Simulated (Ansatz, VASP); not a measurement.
Cd: VASP beside Ansatz

```
Cd
1.0
    -1.80015    1.80015    1.80015
     1.80015   -1.80015    1.80015
     1.80015    1.80015   -1.80015
Cd
1
Direct
  0.00000 0.00000 0.00000
```

Alike in both runs: functional PBE; k mesh 16 × 16 × 16; occupations fermi-dirac, width 0.05 eV; no spin polarisation.

Ansatz relaxed the structure, and its values are those at the end. VASP's run is a single point on that final structure, the one shown.

|  | VASP | Ansatz |
| --- | --- | --- |
| version | VASP 6.6.1 | Ansatz 0.2.0 |
| potentials or method | VASP PAW PBE potentials, release 64 (Cd) | PAW with Ansatz's default frozen-core files, scalar-relativistic |
| plane-wave cutoff (eV) | 520 | 420 |
| valence electrons in the cell | 12 | 20 |

Ansatz gave:

```
pressure (GPa) : 0.0
```

Problem. Which values does VASP return?

Solution. Pressure (GPa): 0.2.

The two sets of potentials don't hold the same shells in valence.
